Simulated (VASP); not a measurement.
Here is a VASP 6.6.1 calculation.

The input INCAR:

```
SYSTEM = C
  PREC = Accurate
  ENCUT = 520
  EDIFF = 1E-8
  ISMEAR = 0
  SIGMA = 0.02
  LREAL = .False.
  LASPH = .True.
  NELM = 100
  ALGO = Normal
  ISIF = 2
  LWAVE = .False.
  LCHARG = .False.
  GGA = PE
  IVDW = 12
  IBRION = 6
  NFREE = 2
  POTIM = 0.015
  NSW = 1
```

KPOINTS

```
regular mesh
0
Gamma
  6 6 2
  0 0 0
```

Contents of POSCAR:

```
C                                       
1.0
    2.4507473478     -0.0000000000     -0.0000000000
   -1.2253736739      2.1224094617      0.0000000000
   -0.0000000000      0.0000000000      6.6090784209
  C             
     4
Direct
     0.0000000000000000    0.0000000000000000    0.2500000000000000
     0.0000000000000000    0.0000000000000000    0.7500000000000000
     0.3333333300000021    0.6666666699999979    0.2500000000000000
     0.6666666699999979    0.3333333300000021    0.7500000000000000
```

Potentials or basis: VASP PAW PBE potentials, release 64 (C).

Run with:

```bash
$ cat potpaw_PBE.64/C/POTCAR > POTCAR
$ mpirun -np 1 vasp_std > vasp.out
```

(1) Predict the most unstable mode.

(2) What does it give for the dispersion energy per atom?

Answers

(1) 271i cm⁻¹.

(2) -0.159 eV.

Caveat: the k mesh is coarse (spacing up to 0.49 Å⁻¹), so the values aren't converged; some modes are imaginary.
